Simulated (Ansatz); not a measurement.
## How BaS answers to pressure

```cif
data_structure
_symmetry_space_group_name_H-M 'F-43m'
_symmetry_Int_Tables_number 216
_cell_length_a 7.0323
_cell_length_b 7.0323
_cell_length_c 7.0323
_cell_angle_alpha 90.000
_cell_angle_beta 90.000
_cell_angle_gamma 90.000
_cell_volume 347.77
loop_
_atom_site_label
_atom_site_type_symbol
_atom_site_symmetry_multiplicity
_atom_site_Wyckoff_symbol
_atom_site_fract_x
_atom_site_fract_y
_atom_site_fract_z
_atom_site_occupancy
Ba1 Ba 4 a 0.00000 0.00000 0.00000 1
S1 S 4 d 0.25000 0.25000 0.75000 1
```

The runs use the primitive cell with vectors (0.000, 3.516, 3.516), (3.516, 0.000, 3.516), (3.516, 3.516, 0.000) Å, to which the k mesh refers.

The structure comes from a relaxation in the same program, started in the zincblende type, and has space group F-43m. Whether it is a known phase or the ground state wasn't checked.

Spin–orbit coupling is left out, though it moves levels of the heavy atoms by tenths of an eV or more.

All numbers below come from DFT, PBE, all-electron LAPW, scalar-relativistic (Ansatz 0.2.0).

Sampling and basis: a Γ-centred 9×9×9 k mesh, Fermi–Dirac smearing of 0.08 eV, basis error target 0.25 meV/atom, no spin polarisation.

The cell is scaled evenly with fractional coordinates held. Semilocal gaps are too small, but their slopes carry over better.

| V/V(cell) | P (GPa) | gap on the k mesh (eV) |
| --- | --- | --- |
| 0.9800 | 0.62 | 2.808 |
| 1.0000 | 0.04 | 2.778 |
| 1.0200 | -0.49 | 2.748 |
| 1.0600 | -1.40 | 2.687 |

Task: From the rows at 0.9800 and 1.0200, what is the bulk modulus at the cell's volume?

Result: B = −ΔP/Δln V = −[(-0.49) − (0.62)]/0.04001 = 27.7 GPa.

Task: What are the gap's volume deformation potential and pressure coefficient?

Result: dEg/dln V = (2.748 − 2.808)/0.04001 = -1.50 eV, and dEg/dP = −(dEg/dln V)/B = 54 meV/GPa: pressure widens the gap.

Task: Predict the row at V/V(cell) = 0.9405. How far is a linear estimate of P off?

Result: P = 1.97 GPa, gap 2.866 eV. The linear estimate P(cell) − B ln(V/V(cell)) = 1.74 GPa misses by 0.23 GPa, since the modulus grows under compression.
